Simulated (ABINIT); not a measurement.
# Nb (Im-3m) in ABINIT: equation of state

Aim: energy against volume of Nb in PBEsol, for its equilibrium volume and stiffness.

Everything below comes from runs of ABINIT 10.8.3 (patched build). Logs are shortened: lines on timing, memory, paths and dates and some standing lists are left out, and cuts for length are marked. The log counts tension as positive stress, the text compression.

**Measured values to compare with.**

From “Pressure effects on the electronic structure and superconductivity of (TaNb)0.67(HfZrTi)0.33 high entropy alloy”, 2019, arxiv:1910.08312, for a bulk crystal of Nb: bulk modulus 169 GPa.

How close the calculation comes is told below.

## (1) The structure

It takes space group Im-3m (No. 229, cubic). Conventional cell: a = 3.328 Å, b = 3.328 Å, c = 3.328 Å, α = 90.00°, β = 90.00°, γ = 90.00°. Nb (site symmetry m-3m) is surrounded by 8 Nb at 2.88 Å.

## (2) Equation of state, PBEsol

File run.abi:

```
# Datasets: one volume each
ndtset 7
getwfk -1
scalecart1 3*0.9795861087
scalecart2 3*0.9864848297
scalecart3 3*0.9932883884
scalecart4 3*1.0000000000
scalecart5 3*1.0066227096
scalecart6 3*1.0131594038
scalecart7 3*1.0196128224

# Pseudopotentials
pp_dirpath "./"
pseudos "Nb.upf"

# Structure
acell 2.8820459413 2.8820459413 2.8820459413 Angstrom
rprim
    -0.5773502692     0.5773502692     0.5773502692
     0.5773502692    -0.5773502692     0.5773502692
     0.5773502692     0.5773502692    -0.5773502692
ntypat 1
znucl 41
natom 1
typat 1
xred
     0.0000000000     0.0000000000     0.0000000000

# Plane-wave basis
ecut 41.0

# k points
kptopt 1
ngkpt 11 11 11
nshiftk 1
shiftk 0.0 0.0 0.0

# Exchange and correlation
ixc -116133

# Bands and occupations
nband 11
occopt 3
tsmear 0.05 eV

# SCF cycle
nstep 100
tolvrs 1.0e-10

# Output
iomode 3
prtwf 1
prtden 0
prteig 0
prtebands 0
enunit 1
```

Potentials or basis: PseudoDojo NC SR PBEsol v0.4.1 standard.

On the command line:

```
> abinit run.abi > log 2>&1
```

run.abo:

```text
.Version 10.8.3 of ABINIT
 DATASET    1 : space group Im -3 m (#229); Bravais cI (body-center cubic)
================================================================================
 Values of the parameters that define the memory need for DATASET  1.
     intxc =       0    ionmov =       0      iscf =       7    lmnmax =       6
     lnmax =       6     mgfft =      32  mpssoang =       3    mqgrid =    3001
     natom =       1  nloc_mem =       1    nspden =       1   nspinor =       1
    nsppol =       1      nsym =      48    n1xccc =    2501    ntypat =       1
    occopt =       3   xclevel =       2
       mpw =        1490          nfft =       32768          nkpt =          56
================================================================================
================================================================================
[... 61 lines left out ...]
 DATASET    7 : space group Im -3 m (#229); Bravais cI (body-center cubic)
================================================================================
 Values of the parameters that define the memory need for DATASET  7.
     intxc =       0    ionmov =       0      iscf =       7    lmnmax =       6
     lnmax =       6     mgfft =      32  mpssoang =       3    mqgrid =    3001
     natom =       1  nloc_mem =       1    nspden =       1   nspinor =       1
    nsppol =       1      nsym =      48    n1xccc =    2501    ntypat =       1
    occopt =       3   xclevel =       2
       mpw =        1674          nfft =       32768          nkpt =          56
================================================================================
================================================================================

--------------------------------------------------------------------------------
------------- Echo of variables that govern the present computation ------------
--------------------------------------------------------------------------------
 -outvars: echo values of preprocessed input variables --------
            acell      5.4462775113E+00  5.4462775113E+00  5.4462775113E+00 Bohr
              amu      9.29063800E+01
             ecut      4.10000000E+01 Hartree
           enunit           1
           getwfk          -1
                       outvar_i_n : Printing only first  50 k-points.
              ixc     -116133
           jdtset        1    2    3    4    5    6    7
                       outvar_i_n : Printing only first  50 k-points.
         kptrlatt       11    0    0      0   11    0      0    0   11
          kptrlen1     5.86860757E+01
          kptrlen2     5.90993716E+01
          kptrlen3     5.95069663E+01
          kptrlen4     5.99090526E+01
[... 30 lines left out ...]
                       5.8117389237E-01  5.8117389237E-01 -5.8117389237E-01
            rprim6    -5.8494785453E-01  5.8494785453E-01  5.8494785453E-01
                       5.8494785453E-01 -5.8494785453E-01  5.8494785453E-01
                       5.8494785453E-01  5.8494785453E-01 -5.8494785453E-01
            rprim7    -5.8867373749E-01  5.8867373749E-01  5.8867373749E-01
                       5.8867373749E-01 -5.8867373749E-01  5.8867373749E-01
                       5.8867373749E-01  5.8867373749E-01 -5.8867373749E-01
          spgroup         229
           tolvrs      1.00000000E-10
           tsmear      1.83746611E-03 Hartree
            typat      1
                       outvars : Printing only first  50 k-points.
            znucl       41.00000

================================================================================

 chkinp: Checking input parameters for consistency, jdtset=   1.

 chkinp: Checking input parameters for consistency, jdtset=   2.
[... 29 lines left out ...]
 getcut: wavevector=  0.0000  0.0000  0.0000  ngfft=  32  32  32
         ecut(hartree)=     41.000   => boxcut(ratio)=   2.08293

--- Pseudopotential description ------------------------------------------------
- pspini: atom type   1  psp file is ./Nb.upf
12 -116133 2 -1 1660                          pspcod,pspxc,lmax,lloc,mmax
     nproj     2     2     2

   2.03678009E+02                                ecore*ucvol(ha*bohr**3)
--------------------------------------------------------------------------------

================================================================================

--- !BeginCycle
iteration_state: {dtset: 1, }
solver: {iscf: 7, nstep: 100, nline: 4, wfoptalg: 0, }
tolerances: {tolvrs: 1.00E-10, }
...
[... 908 lines left out ...]
-Cartesian components of stress tensor (GPa)         [Pressure= -1.5822E+01 GPa]
- sigma(1 1)=  1.58223309E+01  sigma(3 2)=  0.00000000E+00
- sigma(2 2)=  1.58223309E+01  sigma(3 1)=  0.00000000E+00
- sigma(3 3)=  1.58223309E+01  sigma(2 1)=  0.00000000E+00

== END DATASET(S) ==============================================================
================================================================================

 -outvars: echo values of variables after computation  --------
            acell      5.4462775113E+00  5.4462775113E+00  5.4462775113E+00 Bohr
           etotal1    -6.2251736039E+01
           etotal2    -6.2251826355E+01
           etotal3    -6.2251604141E+01
           etotal4    -6.2251093853E+01
           etotal5    -6.2250320079E+01
           etotal6    -6.2249306055E+01
           etotal7    -6.2248074209E+01
            fcart1    -0.0000000000E+00 -0.0000000000E+00 -0.0000000000E+00
            fcart2    -0.0000000000E+00 -0.0000000000E+00 -0.0000000000E+00
            fcart3    -0.0000000000E+00 -0.0000000000E+00 -0.0000000000E+00
            fcart4    -0.0000000000E+00 -0.0000000000E+00 -0.0000000000E+00
            fcart5    -0.0000000000E+00 -0.0000000000E+00 -0.0000000000E+00
            fcart6    -0.0000000000E+00 -0.0000000000E+00 -0.0000000000E+00
            fcart7    -0.0000000000E+00 -0.0000000000E+00 -0.0000000000E+00
            rprim1    -5.6556430356E-01  5.6556430356E-01  5.6556430356E-01
                       5.6556430356E-01 -5.6556430356E-01  5.6556430356E-01
                       5.6556430356E-01  5.6556430356E-01 -5.6556430356E-01
[... 17 lines left out ...]
                       5.8867373749E-01  5.8867373749E-01 -5.8867373749E-01
           strten1    -1.0087606741E-04 -1.0087606741E-04 -1.0087606741E-04
                       0.0000000000E+00  0.0000000000E+00  0.0000000000E+00
           strten2     3.0062904279E-05  3.0062904279E-05  3.0062904279E-05
                       0.0000000000E+00  0.0000000000E+00  0.0000000000E+00
           strten3     1.5066591689E-04  1.5066591689E-04  1.5066591689E-04
                       0.0000000000E+00  0.0000000000E+00  0.0000000000E+00
           strten4     2.6150089073E-04  2.6150089073E-04  2.6150089073E-04
                       0.0000000000E+00  0.0000000000E+00  0.0000000000E+00
           strten5     3.6271113920E-04  3.6271113920E-04  3.6271113920E-04
                       0.0000000000E+00  0.0000000000E+00  0.0000000000E+00
           strten6     4.5464276151E-04  4.5464276151E-04  4.5464276151E-04
                       0.0000000000E+00  0.0000000000E+00  0.0000000000E+00
           strten7     5.3779009793E-04  5.3779009793E-04  5.3779009793E-04
                       0.0000000000E+00  0.0000000000E+00  0.0000000000E+00
 Calculation completed.
```

It took 1.9 min on 1 thread of Arm Neoverse V1, shared host; peak memory 0.11 GiB.

What came out:

```
Equilibrium volume                      : 17.61 Å³/atom
Bulk modulus                            : 181 GPa
Pressure derivative of the bulk modulus : 3.3
```

Energy against volume, from the lowest point:
```
volume (Å³/atom)  energy (meV/atom)
          17.322               2.46
          17.691               0.00
          18.060               6.05
          18.428              19.93
          18.797              40.99
          19.165              68.58
          19.534             102.10
```

Caveat: pressures at fixed basis lie under the slope of the energies.

## (3) Against experiment

Step 2. Measured bulk modulus of Nb: 169 GPa (quoted in “Pressure effects on the electronic structure and superconductivity of (TaNb)0.67(HfZrTi)0.33 high entropy alloy”, 2019, arxiv:1910.08312). This calculation gives 181 GPa (+7.2 %). The fit is for a static lattice scaled at fixed shape and fixed fractional positions.
